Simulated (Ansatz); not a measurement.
SnO₂ (fluorite), relaxed with r2SCAN: space group Fm-3m (No. 225), cubic; a = 5.067 Å in the conventional setting, 10.84 Å³ an atom. Sn has 8 O at 2.19 Å; O has 4 Sn at 2.19 Å. One-shot G0W0@PBE in Ansatz on a 4×4×4 mesh (contour deformation, no spin-orbit coupling), from a PBE gap of 0.280 eV over the mesh points (the G0W0 gap is indirect on the mesh); the number N of bands summed and the screening cutoff rise together. (Calculated; spin-unpolarised; the phase may be known or hypothetical.)

| N | cutoff (eV) | 1000/N | G0W0 gap (eV) |
| --- | --- | --- | --- |
| 65 | 80 | 15.385 | 0.878 |
| 135 | 140 | 7.407 | 1.005 |

Question: Lay a straight line in 1000/N through these rows.

Answer: The slope is -0.0159 eV per unit of 1000/N and the intercept 1.123 eV.

Question: Predict the gap at N = 237 (210 eV).

Answer: 1.123 + (-0.0159) × 4.219 = 1.056 eV; the run gives 1.052 eV, -0.004 eV from the line.

Question: With that run's result added, what limit do the last two rows suggest?

Answer: Their slope is (1.052 − 1.005)/(4.219 − 7.407) = -0.0147, which meets 1/N = 0 at 1.11 eV, against 1.123 eV from the first line. The two lines nearly agree; the k mesh isn't extrapolated.

Spin-orbit coupling is left out, which matters wherever the heavy atoms make up the band edges.
